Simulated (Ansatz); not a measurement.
AgI (started from an entry of an open crystallographic database) at its r2SCAN geometry, run in the PAW code Ansatz at 2 levels of theory. No spin polarisation and no zero-point or thermal motion.

The LDA input:
```yaml
crystal:
  lattice:
    - [0.0, 3.2886327781, 3.2886327781]
    - [3.2886327781, 0.0, 3.2886327781]
    - [3.2886327781, 3.2886327781, 0.0]
  atoms:
    - { symbol: Ag, position: [0.0, 0.0, 0.0] }
    - { symbol: I, position: [0.25, 0.25, 0.25] }
kpoints:
  mp_grid: { grid: [6, 6, 6] }
  band_path:
    path:
      - [0.0, 0.0, 0.0]
      - [-0.5, -0.5, 0.0]
      - [-0.375, -0.375, 0.25]
      - [-0.375, 0.0, 0.375]
      - [0.0, 0.0, 0.5]
      - [-0.5, -0.25, 0.25]
    npoints: 1
hamiltonian:
  xc: lda
scf:
  occupations: { method: fixed }
  n_extra_bands: 4
output:
  forces: true
  stress: true
  eigenvalues: true
```

Main results, then, where recorded, the levels near the gap in eV from the Fermi energy (columns number the bands from 0), one row a point of the path (Γ, X, U, K, L, W):
```
Crystal: 2 atoms, lattice volume = 71.134 Å³
Symmetry: 24 space group operations
Space group: F-43m (ITA 216)
```
```
Basis set: ecut = 420 eV, 1411 PW (Γ)
k-points: 16 of 216 (time reversal used)
SCF 1 converged in 7 iterations: F = -14814.224520 eV  dr2 = 1.26e-9
Free energy (F): -14814.224520 eV
Fermi energy:    5.930065 eV
--- Stress (GPa, compression-positive) ---
       -3.309068       0.000000       0.000000
        0.000000      -3.309068       0.000000
        0.000000       0.000000      -3.309068
  P = ⅓ Tr σ = -3.3091 GPa (-33.091 kbar)
```
```tsv
band_15	band_16	band_17	band_18	band_19	band_20
0.000	0.000	0.000	1.055	5.715	5.715
-2.508	-1.685	-1.685	3.509	3.711	8.117
-2.696	-1.907	-1.341	3.795	4.833	7.441
-2.696	-1.907	-1.341	3.795	4.833	7.441
-2.815	-0.679	-0.679	2.565	6.186	6.186
-2.662	-2.026	-1.555	4.538	5.097	6.215
```

The LDA gap is direct at Γ: 1.06 eV.

DDH-PBE0. Against the first input these blocks differ (the band path and keys that only write files left aside):
```yaml
crystal:
  host: atoms
kpoints:
  mp_grid: { grid: [4, 4, 4] }
hamiltonian:
  xc:
    exchange: pbe
    correlation: pbe
    exx: { coeff: inverse_dielectric }
```

```
ε∞ on k-mesh 4×4×4 of a primitive cell: xx 5.1875, yy 5.1875, zz 5.1875; 3/Tr ε∞, of that cell with its empty space = 0.1927695735658332
Basis set: ecut = 420 eV, 1411 PW (Γ)
k-points: 8 of 64 (time reversal used)
SCF 1 stopped early in 2 iterations: F = -15103.987086 eV  dr2 = 5.32e-5
SCF 2 stopped early in 6 iterations: F = -15109.111512 eV  dr2 = 2.22e-6
hybrid outer 1: dexx = +6.373e-3 eV, tail = 1.55e-5 eV
SCF 3 converged in 3 iterations: F = -15109.111564 eV  dr2 = 5.07e-9
hybrid outer 2: dexx = +2.152e-7 eV, tail = 1.82e-8 eV, Δε = 2.02e-3 eV
Free energy (F): -15109.111564 eV
Fermi energy:    5.411098 eV
--- Stress (GPa, compression-positive) ---
        0.590133       0.000000       0.000000
        0.000000       0.590133       0.000000
        0.000000       0.000000       0.590133
  P = ⅓ Tr σ = 0.5901 GPa (5.901 kbar)
```
```tsv
band_15	band_16	band_17	band_18	band_19	band_20
0.000	0.000	0.000	2.753	7.285	7.285
-2.793	-1.789	-1.789	5.002	5.311	9.918
-3.174	-2.067	-1.426	5.385	6.453	9.085
-3.174	-2.067	-1.426	5.385	6.453	9.085
-3.347	-0.716	-0.716	4.227	7.740	7.740
-3.105	-2.089	-1.717	6.276	6.598	7.904
```

The DDH-PBE0 gap is direct at Γ: 2.75 eV. The mean pressure is +0.6 GPa (compression positive), so DDH-PBE0 would enlarge the cell's volume. (The program warns that its thresholds are loose for a hybrid's stress.)

The hybrids run on coarser meshes, which limits their stresses and small splittings of levels.

Totals of different functionals can't be compared.

No spin-orbit coupling is included; it can move band edges with weight on the heavy atoms by tenths of an eV.

The meshes of the hybrids are coarse, so their gaps aren't converged to the digits shown.
